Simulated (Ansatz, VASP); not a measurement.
This is a calculation of InPd for VASP 6.6.1.

The input INCAR:

```
  PREC = Accurate
  ENCUT = 520
  EDIFF = 1E-6
  ISMEAR = -1
  SIGMA = 0.05
  LREAL = False
  LASPH = True
  NELM = 100
  ALGO = Fast
  ISIF = 2
  LWAVE = False
  LCHARG = True
  GGA = PE
  LELF = True
  LVHAR = True
  NBANDS = 18
```

File KPOINTS:

```
regular mesh
0
Gamma
  8 8 8
```

File POSCAR:

```
InPd
1.0
    3.2499251601      0.0000000000      0.0000000000
    0.0000000000      3.2499251601      0.0000000000
    0.0000000000      0.0000000000      3.2499251601
In Pd
1 1
Direct
    0.0000000000      0.0000000000      0.0000000000
    0.5000000000      0.5000000000      0.5000000000
```

Potentials or basis: VASP PAW PBE potentials, release 64 (In_d, Pd).

Command:

```sh
$ cat potpaw_PBE.64/In_d/POTCAR potpaw_PBE.64/Pd/POTCAR > POTCAR
$ mpirun -np 1 vasp_std > vasp.out
```

**Question.** Set up the same calculation for Ansatz 0.2.0. Potentials there: all-electron LAPW, scalar-relativistic.

**Answer.** As run (the cutoff follows the program's own potentials):

Contents of input.yaml:

```yaml
crystal:
  lattice:
    - [3.2499251601, 0.0, 0.0]
    - [0.0, 3.2499251601, 0.0]
    - [0.0, 0.0, 3.2499251601]
  atoms:
    - { symbol: In, position: [0.0, 0.0, 0.0] }
    - { symbol: Pd, position: [0.5, 0.5, 0.5] }
kpoints:
  mp_grid: { grid: [8, 8, 8] }
scf:
  occupations: { method: fermi_dirac, width: 0.05 }
hamiltonian:
  xc: pbe
  pseudopotentials: { kind: all_electron, lapw: { basis_error: 0.0005 } }
output:
  forces: true
  stress: true
  eigenvalues: true
```

Potentials or basis: all-electron LAPW, scalar-relativistic.

Launch:

```sh
$ ansatz run input.yaml --threads 1 --pin off --max-ram 3072MiB --backend cpu --events-out ev --progress --plain --runs-dir out
```

Both were run:

|  | VASP | Ansatz | Ansatz less VASP |
| --- | --- | --- | --- |
| gap on the k mesh at the Fermi level (eV) | none | none | - |
| pressure (GPa) | 6.6 | 6.5 | -0.11 |

A gap of «none» marks a metal or a gap that the smearing closes. Ansatz ran all-electron here, so the differences hold the error of VASP's frozen core and of both bases.
